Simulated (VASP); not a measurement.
# GaP: elastic constants with r2SCAN

GaP:

```
Ga P
1.0
     0.00000    2.72525    2.72525
     2.72525    0.00000    2.72525
     2.72525    2.72525    0.00000
Ga P
1 1
Direct
  0.00000 0.00000 0.00000
  0.75000 0.75000 0.75000
```

| Property | Result |
| --- | --- |
| Program | VASP 6.6.1 |
| Task | elastic constants |
| Functional | r2SCAN |
| Potentials or basis | VASP PAW PBE potentials, release 64 (Ga_d, P) |
| Cutoff | 600 eV |
| k mesh | 6 × 6 × 6 |
| Occupations | gaussian, width 0.05 eV |
| Spin | no spin polarisation |
| Ions in elastic constants | relaxed |
| Further INCAR settings | ALGO = Normal; EDIFF = 1e-08; IBRION = 6; POTIM = 0.015; NSW = 1; ISIF = 3 |

```json
{
  "Elastic constants C11, C12, C44": "144, 62, 75 GPa",
  "Voigt bulk modulus": "89 GPa",
  "Highest phonon frequency at Γ, LO-TO splitting left out": "362 cm⁻¹"
}
```

Phonon frequencies in cm⁻¹ (negative: imaginary):
```tsv
q point	frequencies
(0.000, 0.000, 0.000)	-3 -3 -3 362 362 362
```

Elastic tensor in Voigt notation (GPa, in the Cartesian axes of the cell as first typed):
```
144  62  62   0   0   0
 62 144  62   0   0   0
 62  62 144   0   0   0
  0   0   0  75   0   0
  0   0   0   0  75   0
  0   0   0   0   0  75
```

Clamped-ion elastic tensor (GPa):
```
144  62  62   0   0   0
 62 144  62   0   0   0
 62  62 144   0   0   0
  0   0   0  95   0   0
  0   0   0   0  95   0
  0   0   0   0   0  95
```

Wall time 25 min on 1 thread of AMD EPYC 9R14 (Zen 4), on a shared host, peak memory 0.23 GiB.

Caveat: the PAW data sets were made with another functional, which shifts forces and pressure a little.
